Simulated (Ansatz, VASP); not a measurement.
# Two plane-wave programs on Li

Contents of INCAR:

```
SYSTEM = Li
PREC     = Accurate       ! precision mode
ENCUT    = 520            ! plane-wave cutoff, eV
EDIFF    = 1E-6           ! SCF threshold, eV
ISMEAR   = -1             ! smearing method
SIGMA    = 0.05           ! smearing width, eV
LREAL    = .False.        ! projectors in reciprocal space
LASPH    = .True.         ! aspherical terms in the spheres
NELM     = 80             ! most SCF steps
ALGO     = Fast           ! electronic algorithm
ISIF     = 2              ! what is computed and relaxed
LWAVE    = .False.        ! write WAVECAR
LCHARG   = .True.         ! write CHGCAR
GGA      = PS             ! functional
IVDW     = 13             ! dispersion correction
LELF     = .True.         ! ELF
LVHAR    = .True.       
NBANDS   = 8              ! bands
```

Contents of KPOINTS:

```
regular mesh
0
Gamma
  10 10 10
  0 0 0
```

Contents of POSCAR:

```
Li
1.0
    0.0000000000      2.1241161581      2.1241161581
    2.1241161581      0.0000000000      2.1241161581
    2.1241161581      2.1241161581      0.0000000000
Li
1
Direct
    0.0000000000      0.0000000000      0.0000000000
```

Contents of input.yaml:

```yaml
crystal:
  lattice:
    - [0.0, 2.1241161581, 2.1241161581]
    - [2.1241161581, 0.0, 2.1241161581]
    - [2.1241161581, 2.1241161581, 0.0]
  atoms:
    - { symbol: Li, position: [0.0, 0.0, 0.0] }
hamiltonian:
  xc: pbesol
  pseudopotentials: { kind: paw }
  dispersion: d4
kpoints:
  mp_grid: { grid: [10, 10, 10] }
scf:
  occupations: { method: fermi_dirac, width: 0.05 }
output:
  forces: true
  stress: true
  eigenvalues: true
  write_density: true
  write_potential: true
  elf: true
  volumetric_format: npy
```

This isn't the form of Li at room conditions, which is bcc.

Alike in both runs: task single point; functional PBEsol; dispersion D4; k mesh 10 × 10 × 10; occupations fermi-dirac, width 0.05 eV; no spin polarisation.

|  | VASP | Ansatz |
| --- | --- | --- |
| version | VASP 6.6.1 | Ansatz 0.2.0 |
| potentials or method | VASP PAW PBE potentials, release 64 (Li_sv) | Ansatz PAW |
| plane-wave cutoff (eV) | 520 | 420 |
| valence electrons in the cell | 3 | 3 |

```csv
,VASP,Ansatz,Ansatz less VASP
gap on the k mesh at the Fermi level (eV),none,none,-
dispersion energy (meV/atom),-11.8,-11.8,-0.02
```

A gap of «none» marks a metal or a gap that the smearing closes.
